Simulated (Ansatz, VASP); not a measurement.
**InP: VASP beside Ansatz**

```
In P
1.0
     0.00000    2.95390    2.95390
     2.95390    0.00000    2.95390
     2.95390    2.95390    0.00000
In P
1 1
Direct
  0.00000 0.00000 0.00000
  0.25000 0.25000 0.25000
```

Alike in both runs: functional r2SCAN; k mesh 8 × 8 × 8; occupations fermi-dirac, width 0.02 eV; no spin polarisation.

Ansatz relaxed the structure, and its values are those at the end. VASP's run is a single point on that final structure, the one shown.

|  | VASP | Ansatz |
| --- | --- | --- |
| version | VASP 6.6.1 | Ansatz 0.2.0 |
| potentials or method | VASP PAW PBE potentials, release 64 (In_d, P) | PAW plane waves |
| plane-wave cutoff (eV) | 520 | 500 |
| valence electrons in the cell | 18 | 18 |

VASP gave:

```
gap on the k mesh at the Fermi level (eV) : 1.03
pressure (GPa)                            : -0.1
```

Task: What did Ansatz give for the same quantities?

Result: gap on the k mesh at the Fermi level (eV): 1.02; pressure (GPa): 0.0.

The functional is the same, so the differences come from potentials, cutoffs and numerics. Ansatz warned: «stress_scf_threshold_loose».

Caveats: the PAW data sets were made with another functional, which shifts forces and pressure a little (VASP); spin-orbit coupling is left out, which moves the levels of the heavy elements. r2SCAN opens gaps a little over a GGA but as a rule still falls short of measured ones.
